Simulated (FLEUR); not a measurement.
# TePb (Fm-3m) in FLEUR: a series of runs, part 2 of 2

FLEUR MaX-R8.1 (later development tree). Earlier steps stand in the parts before.

### 6 Equation of state, revPBE, 35.08 Å³/atom (volume scaled by 1.04)

Changes to inp.xml since step 5:

```diff
@@ -24,3 +24,3 @@
       <xi:include xmlns:xi="http://www.w3.org/2001/XInclude" href="sym.xml"> </xi:include>
-      <bulkLattice scale="1.0000000000">
+      <bulkLattice scale="1.0131594038">
          <bravaisMatrix>
```

Potentials or basis: all-electron, FLAPW.

On the command line:

```
> inpgen -f crystal.txt -profile fastHighL
> # inp.xml edited to the form shown
> fleur_MPI
```

Run time: 32 s. Hardware: 1 thread of Arm Neoverse V2, shared host; peak memory 0.09 GiB.

Results (log left out):

| Quantity | Value |
| --- | --- |
| Free energy | -754456.9492 eV |
| Valence electrons inside the program's atomic spheres | Pb 17.90; Te 20.13 (radii Pb 2.66, Te 2.66 bohr) |

Caveat: this odd mesh misses L, where the gap lies, so gap, dielectric constants and Born charges aren't listed.

### 7 Equation of state, revPBE, 35.75 Å³/atom (volume scaled by 1.06)

Changes to inp.xml since step 6:

```diff
@@ -24,3 +24,3 @@
       <xi:include xmlns:xi="http://www.w3.org/2001/XInclude" href="sym.xml"> </xi:include>
-      <bulkLattice scale="1.0131594038">
+      <bulkLattice scale="1.0196128224">
          <bravaisMatrix>
```

On the command line:

```
> inpgen -f crystal.txt -profile fastHighL
> # inp.xml edited to the form shown
> fleur_MPI
```

It took 33 s on 1 thread of Arm Neoverse V2, shared host; peak memory 0.09 GiB.

The run converged. Its results:

```yaml
Free_energy: -754456.9585 eV
Valence_electrons_inside_the_program's_atomic_spheres: Pb 17.89; Te 20.12 (radii Pb 2.66, Te 2.66 bohr)
```

Caveat: this odd mesh misses L, where the gap lies, so gap, dielectric constants and Born charges aren't listed.

### 8 Equation of state, revPBE

Potentials or basis: all-electron, FLAPW.

No new run: the results of the series are fitted here.

What came out:

| Property | Result |
| --- | --- |
| Equilibrium volume | 36.49 Å³/atom (rough: see the caveat) |
| Bulk modulus | 34 GPa (rough) |

Energy against volume, from the lowest point:
```csv
volume (Å³/atom),energy (meV/atom)
31.706,85.79
32.380,60.27
33.730,24.11
35.079,4.63
35.753,0.00
```

Caveat: this odd mesh misses L, where the gap lies, so gap, dielectric constants and Born charges aren't listed; the minimum lies outside the volumes run. Spin-orbit coupling is left out, which matters for the levels of Pb, Te.

### 9 Against experiment

Step 2. A measured gap of TePb is 0.19 eV (direct; 4.2 K; a printed reference work, monograph); the calculated 0.78 eV misses it by +0.59 eV. Spin-orbit coupling on Pb, Te is left out. The value is that of revPBE, without temperature or zero-point motion.
